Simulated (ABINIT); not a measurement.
The system is CuI (Marshite).

```
I Cu
1.0
     0.00000    3.03150    3.03150
     3.03150    0.00000    3.03150
     3.03150    3.03150    0.00000
I Cu
1 1
Direct
  0.00000 0.00000 0.00000
  0.75000 0.75000 0.75000
```

Base run:

```yaml
Program: ABINIT 10.8.3 (patched build)
Functional: BP86
Potentials_or_basis: JTH PAW PBE v2.0
Cutoff: 707 eV
k_mesh: 8 × 8 × 8
Occupations: fermi-dirac, width 0.05 eV
Spin: no spin polarisation
```

Its results: band gap on the k mesh 1.09 eV, direct; pressure 1.0 GPa.

The run is repeated on the same cell with these changes: functional from BP86 to revPBE. What comes out?

Band gap on the k mesh 1.21 eV, direct; pressure 2.2 GPa.

Caveats: the PAW data sets were made with another functional, which shifts forces and pressure a little; spin-orbit coupling is left out, which moves the levels of the heavy elements.
